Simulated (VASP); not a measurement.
The system is TaN.

```
CELL_PARAMETERS angstrom
2.93800 0.00000 0.00000
-1.46900 2.54438 0.00000
0.00000 0.00000 2.88300
ATOMIC_POSITIONS crystal
Ta 0.33333 0.66667 0.50000
N 0.00000 0.00000 0.00000
```

| Quantity | Value |
| --- | --- |
| Program | VASP 6.6.1 |
| Task | relaxation of cell and atoms |
| Functional | PBE |
| Potentials or basis | VASP PAW PBE potentials, release 64 (Ta_pv, N) |
| Cutoff | 600 eV |
| k mesh | 18 × 18 × 14 |
| Occupations | gaussian, width 0.1 eV |
| Spin | no spin polarisation |

At the start: pressure 5.3 GPa; volume 10.78 Å³/atom.

Question: How do energy, volume and symmetry change on relaxing?

Answer: Over 4 steps the energy falls by 2.7 meV/atom and the volume is 10.94 Å³/atom (+1.5 %); space group P-6m2 (No. 187, to 0.05 Å).

Step by step:
```tsv
step	energy change (eV)	largest force (eV/Å)	pressure (GPa)	volume (Å³)
1	0.0000	0.0000	5.29	21.55
2	0.0246	0.0000	-11.37	22.68
3	-0.0054	0.0000	-0.05	21.88
4	-0.0054	0.0000	0.04	21.87
```

Final structure:
```cif
data_structure
_symmetry_space_group_name_H-M 'P 1'
_symmetry_Int_Tables_number 1
_cell_length_a 2.9514
_cell_length_b 2.9514
_cell_length_c 2.8997
_cell_angle_alpha 90.000
_cell_angle_beta 90.000
_cell_angle_gamma 120.000
_cell_volume 21.87
loop_
_atom_site_label
_atom_site_type_symbol
_atom_site_fract_x
_atom_site_fract_y
_atom_site_fract_z
_atom_site_occupancy
Ta1 Ta 0.33333 0.66667 0.50000 1
N1 N 0.00000 0.00000 0.00000 1
```
